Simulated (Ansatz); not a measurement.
Start of a relaxation, F over the place (0/4, 0/4) of the surface cell, counted from the highest slab atom, its height relaxed (C, C2/m (No. 12), (0 0 1) face):

```yaml
crystal:
  lattice:
    - [2.46494, 0.00000, 0.00000]
    - [1.23248, 2.13469, 0.00000]
    - [0.00000, 0.00000, 25.74866]
  atoms:
    - { symbol: C, position: [0.16562, 0.16562, 0.33011] }
    - { symbol: C, position: [0.49896, 0.49896, 0.33014] }
    - { symbol: C, position: [0.49791, 0.49791, 0.46115] }
    - { symbol: C, position: [0.83125, 0.83125, 0.46118] }
    - { symbol: C, position: [0.83020, 0.83020, 0.59218] }
    - { symbol: C, position: [0.16354, 0.16354, 0.59221] }
    - { symbol: F, position: [0.16354, 0.16354, 0.64425] }
```

All numbers below come from Ansatz, DFT PBE+D3(BJ), scalar-relativistic, plane waves, PAW. Settings: cutoff 420 eV, Γ-centred mesh 12×12×1 on the computed 7-atom cell, Gaussian smearing of 0.05 eV; collinear spin from starting moments 0 0 0 0 0 0 1 μB. The cell repeats along c with a dipole correction in the vacuum.

Atoms 1, 2, 3, 4, 5, 6 (counted from 1) are held. Atom 7 may move along c only. The cell is fixed. Force threshold 0.02 eV/Å.

```tsv
step	E − E_final (eV)	largest force (eV/Å)
1	2.101	10.817
2	1.135	5.693
3	0.559	1.842
4	0.447	0.380
5	0.436	0.211
6	0.411	0.525
7	0.276	0.726
8	0.148	0.599
9	0.053	0.304
10	0.013	0.133
11	0.000	0.013
12	0.000	0.013
13	0.000	0.001
```

Task: What is the final structure?

Result:
```
CELL_PARAMETERS angstrom
2.46494 0.00000 0.00000
1.23248 2.13469 0.00000
0.00000 0.00000 25.74866
ATOMIC_POSITIONS crystal
C 0.16562 0.16562 0.33011
C 0.49896 0.49896 0.33014
C 0.49791 0.49791 0.46115
C 0.83125 0.83125 0.46118
C 0.83020 0.83020 0.59218
C 0.16354 0.16354 0.59221
F 0.16354 0.16354 0.70088
```

The end is the local minimum or symmetric point that this start leads to.

The reference crystal is a form of C, which isn't its usual structure.

Cost: 1 run of about 10 core-minutes, on AMD EPYC 7R43 (Zen 3) (shared hosts).